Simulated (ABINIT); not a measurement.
Input of an ABINIT 10.8.3 (patched build) run:

run.abi

```
# Pseudopotentials
pp_dirpath "./"
pseudos "Co.LDA_PW-JTH.xml"

# Structure
acell 2.4719999032 2.4719999032 4.02114408 Angstrom
rprim
     1.0000000000     0.0000000000     0.0000000000
    -0.5000000000     0.8660254038     0.0000000000
     0.0000000000     0.0000000000     1.0000000000
ntypat 1
znucl 27
natom 2
typat 1 1
xcart
     2.3357013988     1.3485178311     5.6991457641
    -0.0000000002     2.6970356625     1.8997152547

# Plane-wave basis
ecut 544.227725 eV
pawecutdg 40.0

# k points
kptopt 1
ngkpt 7 7 4
nshiftk 1
shiftk 0.0 0.0 0.0

# Exchange and correlation
ixc 7

# Bands and occupations
nband 22
occopt 3
tsmear 0.05 eV

# Spin
nsppol 2
spinat
     0.0000000000     0.0000000000     2.0000000000
     0.0000000000     0.0000000000     2.0000000000

# SCF cycle
nstep 100
tolvrs 1.0e-9

# Output
iomode 3
prtwf 0
prtden 0
prteig 0
prtebands 0
```

Potentials or basis: JTH PAW LDA v2.0.

Run with:

```console
$ abinit run.abi > log 2>&1
```

(1) Estimate the band gap on the k mesh.

(2) What does it give for the site moments?

(3) Predict the net moment.

## Answers

(1) none (metal or under the smearing width).

(2) Co +1.57 μB.

(3) 3.05 μB per cell.

Caveat: the k mesh is coarse (spacing up to 0.42 Å⁻¹), so the values aren't converged.
